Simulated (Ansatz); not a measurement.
Set up this calculation in Ansatz 0.2.0, as the native input.

```
Task                : band structure
Functional          : PBEsol
Potentials or basis : all-electron LAPW, scalar-relativistic
Cutoff              : 255 eV (chosen from the basis error)
Basis error allowed : 0.002 eV/atom
k mesh              : 10 × 10 × 8
Occupations         : fermi-dirac, width 0.05 eV
Spin                : no spin polarisation
```

ZrB2:

```
Zr B
1.0
     3.17000    0.00000    0.00000
    -1.58500    2.74530    0.00000
     0.00000    0.00000    3.53300
Zr B
1 2
Direct
  0.00000 0.00000 0.00000
  0.66667 0.33333 0.50000
  0.33333 0.66667 0.50000
```

One way to write it, as run:

input.yaml

```yaml
crystal:
  lattice:
    - [3.17, 0.0, 0.0]
    - [-1.585, 2.74530053, 0.0]
    - [0.0, 0.0, 3.533]
  atoms:
    - { symbol: Zr, position: [0.0, 0.0, 0.0] }
    - { symbol: B, position: [0.6666666667, 0.3333333333, 0.5] }
    - { symbol: B, position: [0.3333333333, 0.6666666667, 0.5] }
kpoints:
  mp_grid: { grid: [10, 10, 8] }
  band_path:
    path:
      - [0.0, 0.0, 0.0]
      - [0.5, 0.0, 0.0]
      - [0.3333333333, 0.3333333333, 0.0]
      - [0.0, 0.0, 0.0]
      - [0.0, 0.0, 0.5]
      - [0.5, 0.0, 0.5]
      - [0.3333333333, 0.3333333333, 0.5]
      - [0.0, 0.0, 0.5]
    npoints: 6
scf:
  occupations: { method: fermi_dirac, width: 0.05 }
hamiltonian:
  xc: pbesol
  pseudopotentials: { kind: all_electron, lapw: { basis_error: 0.002 } }
output:
  forces: true
  stress: true
  eigenvalues: true
```

Potentials or basis: all-electron LAPW, scalar-relativistic.

The run is started by

```bash
$ ansatz run input.yaml --threads 2 --pin off --max-ram 8192MiB --backend cpu --events-out ev --progress --plain --runs-dir out
```

Results of the run:

- Pressure: -4.1 GPa
- Band gap along the path: none (metal or under the smearing width)

It took 2.6 s on 2 threads of AMD EPYC 9R45 96-Core Processor (Zen 5), on a shared host, peak memory 0.37 GiB.
